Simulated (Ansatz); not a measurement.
## Notes on SrTiO₃

```
Sr Ti O
1.0
     3.95780   -0.06328    0.09352
    -0.06328    3.96242   -0.06192
     0.09352   -0.06192    3.96933
Sr Ti O
1 1 3
Direct
  0.00697 0.98851 0.98795
  0.48422 0.45759 0.45699
  0.99008 0.54471 0.51409
  0.42438 0.98021 0.53268
  0.48641 0.51192 0.01460
```

Method: r2SCAN, collinear spin; PAW, plane waves to 500 eV, 5×5×5 (shifted by 0, 0, 0.5 steps) mesh, fermi-dirac occupations (width 0.1 eV) (Ansatz 0.2.0), atoms fixed.

The state carries no moments; the state need not be the lowest.

**Question.** What is the band gap?

**Answer.** The gap on the k mesh is 2.83 eV; the mesh may miss the band edges, so the true gap of this level can be smaller.

**Question.** Which orbitals make up the band edges?

**Answer.** Within 0.7 eV of the edges, the states project mainly on O p (94 %) below the gap and on Ti d (85 %) above it.

**Question.** Is the cell too large or too small?

**Answer.** The pressure is -3.1 GPa (compression positive), so with the atoms held at these fractions the cell would first shrink; the forces are large, so a full relaxation may end otherwise. The principal stresses -14.0, -1.6, 6.1 GPa differ, so its shape would change too.

**Question.** Where is the largest force?

**Answer.** The largest is on O4: 2.97 eV/Å, components (1.75, 2.17, -1.03). It makes 33° with the line to a nearest neighbour, Ti2 at 1.93 Å, pointing towards it.

**Question.** Describe some of the short contacts.

**Answer.** Ti–O at 1.78 Å: least valence density 1.15 e/Å³ and ELF 0.27 there. Sr–O at 2.39 Å: least valence density 0.32 e/Å³ and ELF 0.11 there, a closed-shell (ionic or weak) contact. These are pseudo-fields; inside the PAW spheres they differ from the all-electron ones.

**Question.** What is the formation energy?

**Answer.** -3.30 eV an atom against the elements' usual phases (free molecules for gases, crystals otherwise, with no correction for O₂ or N₂), so it is bound against them; other compounds may still compete. Relaxing would lower it.

**Question.** Which element gives electrons and which takes them?

**Answer.** Bader charges in e: Sr +1.62, Ti +2.27, O -1.32 to -1.26. In the mean Ti gives up most and O takes most.

Origin: a strained cell with displaced atoms, so it need not be a known compound. Caveats: the input typed no starting moments; an odd or shifted mesh can miss the band edges, so this level's true gap may be smaller; atoms or cell far from equilibrium.
